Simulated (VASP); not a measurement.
# C (Fd-3m) in VASP: a series of runs, part 2 of 2

VASP 6.6.1. Earlier steps stand in the parts before.

### 3 Born charges and dielectric tensor, PBE

File INCAR:

```
SYSTEM = C
ALGO     = Normal         ! electronic algorithm
EDIFF    = 1E-8           ! SCF threshold, eV
ENCUT    = 900            ! plane-wave cutoff, eV
GGA      = PE             ! functional
IBRION   = 8              ! ionic algorithm
ISIF     = 2              ! what is computed and relaxed
ISMEAR   = 0              ! smearing method
LASPH    = .TRUE.         ! aspherical terms in the spheres
LCHARG   = .FALSE.        ! write CHGCAR
LEPSILON = .TRUE.         ! dielectric tensor by DFPT
LREAL    = .FALSE.        ! projectors in reciprocal space
LWAVE    = .FALSE.        ! write WAVECAR
NELM     = 100            ! most SCF steps
NSW      = 1              ! ionic steps
PREC     = Accurate       ! precision mode
SIGMA    = 0.02           ! smearing width, eV
```

File KPOINTS:

```
k-points
0
G
  14 14 14
  0 0 0
```

File POSCAR:

```
C                                       
1.0
    0.0000000000      1.7850994941      1.7850994941
    1.7850994941      0.0000000000      1.7850994941
    1.7850994941      1.7850994941      0.0000000000
  C             
     2
Direct
     0.0000000000000000    0.0000000000000000    0.0000000000000000
     0.2500000000000000    0.2500000000000000    0.2500000000000000
```

Potentials or basis: VASP PAW PBE potentials, release 64 (C_h).

Launch:

```bash
$ cat potpaw_PBE.64/C_h/POTCAR > POTCAR
$ mpirun -np 1 vasp_std > vasp.out
```

OUTCAR:

```text
SYSTEM = C
   EDIFF = 1E-8
   ENCUT = 900
   GGA = PE
   IBRION = 8
   ISIF = 2
   ISMEAR = 0
   LASPH = .TRUE.
   LEPSILON = .TRUE.
   LREAL = .FALSE.
   NELM = 100
   NSW = 1
   PREC = Accurate

 ion  position               nearest neighbor table
   1  0.000  0.000  0.000-
   2  0.250  0.250  0.250-

  LATTYP: Found a face centered cubic cell.
 ALAT       =     3.5701989882

  Lattice vectors:

 A1 = (   0.0000000000,   1.7850994941,   1.7850994941)
 A2 = (   1.7850994941,   0.0000000000,   1.7850994941)
 A3 = (   1.7850994941,   1.7850994941,   0.0000000000)

Analysis of symmetry for initial positions (statically):
=====================================================================
 Subroutine PRICEL returns:
 Original cell was already a primitive cell.

 Routine SETGRP: Setting up the symmetry group for a
 face centered cubic supercell.

 Subroutine GETGRP returns: Found 48 space group operations
 (whereof 24 operations were pure point group operations)
 out of a pool of 48 trial point group operations.

The static configuration has the point symmetry T_d .
 The point group associated with its full space group is O_h .

Analysis of symmetry for dynamics (positions and initial velocities):
=====================================================================
 Subroutine PRICEL returns:
 Original cell was already a primitive cell.

 Routine SETGRP: Setting up the symmetry group for a
 face centered cubic supercell.

[... 518 lines left out ...]
  z     0.00000     0.00000     0.00000     0.00000     0.00000     0.00000

 PIEZOELECTRIC TENSOR (including local field effects)  for field in x, y, z        (C/m^2)
          XX          YY          ZZ          XY          YZ          ZX
  --------------------------------------------------------------------------------
  x     0.00000     0.00000     0.00000     0.00000     0.00000     0.00000
  y     0.00000     0.00000     0.00000     0.00000     0.00000     0.00000
  z     0.00000     0.00000     0.00000     0.00000     0.00000     0.00000

 BORN EFFECTIVE CHARGES (including local field effects) (in |e|, cummulative output)
 ---------------------------------------------------------------------------------
 ion    1
    1     0.00000     0.00000     0.00000
    2     0.00000     0.00000     0.00000
    3     0.00000     0.00000     0.00000
 ion    2
    1     0.00000     0.00000    -0.00000
    2     0.00000     0.00000     0.00000
    3    -0.00000     0.00000     0.00000

 INTERNAL STRAIN TENSOR FOR ION    2 for displacements in x,y,z  (eV/Angst):
          X           Y           Z          XY          YZ          ZX
  --------------------------------------------------------------------------------
  x    -0.00000    -0.00000     0.00000     0.00000    -2.60984     0.00000
  y    -0.00000    -0.00000     0.00000     0.00000     0.00000    -2.60984
  z     0.00000     0.00000    -0.00000    -2.60984     0.00000     0.00000

 SECOND DERIVATIVES (NOT SYMMETRIZED)
 ------------------------------------
               1X          1Y          1Z          2X          2Y          2Z
  1X   -36.837665    0.000000    0.000000   36.837665    0.000000    0.000000
  1Y     0.000000  -36.837665    0.000000    0.000000   36.837665    0.000000
  1Z     0.000000    0.000000  -36.837665    0.000000    0.000000   36.837665
  2X    36.837665    0.000000    0.000000  -36.837665    0.000000    0.000000
  2Y     0.000000   36.837665    0.000000    0.000000  -36.837665    0.000000
  2Z     0.000000    0.000000   36.837665    0.000000    0.000000  -36.837665

 Eigenvectors and eigenvalues of the dynamical matrix
 ----------------------------------------------------

   1 f  =   38.718827 THz   243.277563 2PiTHz 1291.521039 cm-1   160.128129 meV
             X         Y         Z           dx          dy          dz
      0.000000  0.000000  0.000000     0.000000   -0.707107    0.000000
      0.892550  0.892550  0.892550     0.000000    0.707107    0.000000
[... 21 lines left out ...]
   6 f  =    0.000000 THz     0.000000 2PiTHz    0.000000 cm-1     0.000000 meV
             X         Y         Z           dx          dy          dz
      0.000000  0.000000  0.000000     0.000000    0.000000    0.707107
      0.892550  0.892550  0.892550     0.000000    0.000000    0.707107

--------------------------------------------------------------------------------------------------------

 MACROSCOPIC STATIC DIELECTRIC TENSOR IONIC CONTRIBUTION
 ------------------------------------------------------
           0.000000     0.000000     0.000000
           0.000000     0.000000     0.000000
           0.000000     0.000000     0.000000
 ------------------------------------------------------

 ELASTIC MODULI CONTR FROM IONIC RELAXATION (kBar)
 Direction    XX          YY          ZZ          XY          YZ          ZX
 --------------------------------------------------------------------------------
 XX          -0.0000     -0.0000      0.0000      0.0000     -0.0000     -0.0000
 YY          -0.0000     -0.0000      0.0000      0.0000     -0.0000     -0.0000
 ZZ           0.0000      0.0000     -0.0000     -0.0000      0.0000      0.0000
 XY           0.0000      0.0000     -0.0000    -26.0393      0.0000      0.0000
 YZ          -0.0000     -0.0000      0.0000      0.0000    -26.0393      0.0000
 ZX          -0.0000     -0.0000      0.0000      0.0000      0.0000    -26.0393
 --------------------------------------------------------------------------------

 PIEZOELECTRIC TENSOR IONIC CONTR  for field in x, y, z        (C/m^2)
          XX          YY          ZZ          XY          YZ          ZX
  --------------------------------------------------------------------------------
  x    -0.00000    -0.00000     0.00000     0.00000     0.00000     0.00000
  y     0.00000     0.00000     0.00000     0.00000     0.00000     0.00000
  z     0.00000     0.00000    -0.00000     0.00000     0.00000     0.00000
```

OSZICAR:

```text
N       E                     dE             d eps       ncg     rms          rms(c)
DAV:   1     0.147030713879E+02    0.14703E+02   -0.70075E+03  1672   0.152E+03
DAV:   2    -0.183105853050E+02   -0.33014E+02   -0.31133E+02  2640   0.164E+02
[... 13 lines left out ...]
RMM:   6    -0.201854760504E+00    0.45160E-05    0.13336E-08 11195   0.177E-03    0.401E-04
RMM:   7    -0.201851447113E+00    0.33134E-05    0.61823E-08 11314   0.809E-04    0.675E-05
RMM:   8    -0.201852676961E+00   -0.12298E-05    0.10439E-08 11666   0.169E-04    0.343E-05
RMM:   9    -0.201852063052E+00    0.61391E-06    0.35243E-08 11700   0.754E-05    0.309E-06
RMM:  10    -0.201852085006E+00   -0.21954E-07   -0.12129E-08 12049   0.723E-06    0.897E-07
RMM:  11    -0.201852088595E+00   -0.35888E-08   -0.44625E-09 10138   0.265E-06    0.164E-07
 Linear response finished
```

stdout:

```text
POSCAR found type information on POSCAR C
 POSCAR found :  1 types and       2 ions
 scaLAPACK will be used
 LDA part: xc-table for (Slater+PW92), standard interpolation
 POSCAR, INCAR and KPOINTS ok, starting setup
 FFT: planning ... GRIDC
 FFT: planning ... GRID_SOFT
 FFT: planning ... GRID
 WAVECAR not read
 entering main loop
 Linear response reoptimize wavefunctions to high precision
 Linear response G [H, r] |phi>, progress :
  Direction:   1
 Linear response G [H, r] |phi>, progress :
  Direction:   2
 Linear response G [H, r] |phi>, progress :
  Direction:   3
 Linear response to external field (no local field effect), progress :
  Direction:   1
 dielectric tensor                  component  1 :     6.988     2.688     0.764
 Linear response to external field (no local field effect), progress :
  Direction:   2
 dielectric tensor                  component  2 :     2.688     6.909    -1.023
 Linear response to external field (no local field effect), progress :
  Direction:   3
 dielectric tensor                  component  3 :     0.764    -1.023     3.989
 Linear response to external field, progress :
  Direction:   1
 dielectric tensor                  component  1 :     5.846     1.478     0.553
 Linear response to external field, progress :
  Direction:   2
 dielectric tensor                  component  2 :     1.207     5.846     0.070
 Linear response to external field, progress :
  Direction:   3
 dielectric tensor                  component  3 :     0.246     0.987     5.846
 Linear response DOF=           1
 Linear response progress:
 first order change of Fermi-energy   0.90481E-04
 force on displaced ion       1 direction 1 : -36.838   0.000   0.000
 Born effective charge ion    1 direction 1 :   0.000   0.000   0.000
 Born effective charges drift removed
 Linear response finished
```

Wall time 3.3 min (1 thread of Intel Xeon 6975P-C (Granite Rapids), shared host); peak memory 0.31 GiB.

What came out:

```yaml
Band_gap_on_the_k_mesh: 4.13 eV, indirect (least direct gap 5.59 eV)
Electronic_dielectric_tensor_diagonal: 5.85
Born_charges_mean_of_the_diagonal: C +0.00 e
Highest_phonon_frequency_at_Γ: 1292 cm⁻¹
```

Phonon frequencies in cm⁻¹ (negative: imaginary):
```csv
q point,frequencies
"(0.000, 0.000, 0.000)",0 0 0 1292 1292 1292
```

Electronic dielectric tensor:
```
5.85 0.00 0.00
0.00 5.85 0.00
0.00 0.00 5.85
```

Born effective charge tensors (e):
atom 1, C
```
0.00 0.00 0.00
0.00 0.00 0.00
0.00 0.00 0.00
```
atom 2, C
```
0.00 0.00 0.00
0.00 0.00 0.00
0.00 0.00 0.00
```

 A k mesh can miss the band edges.
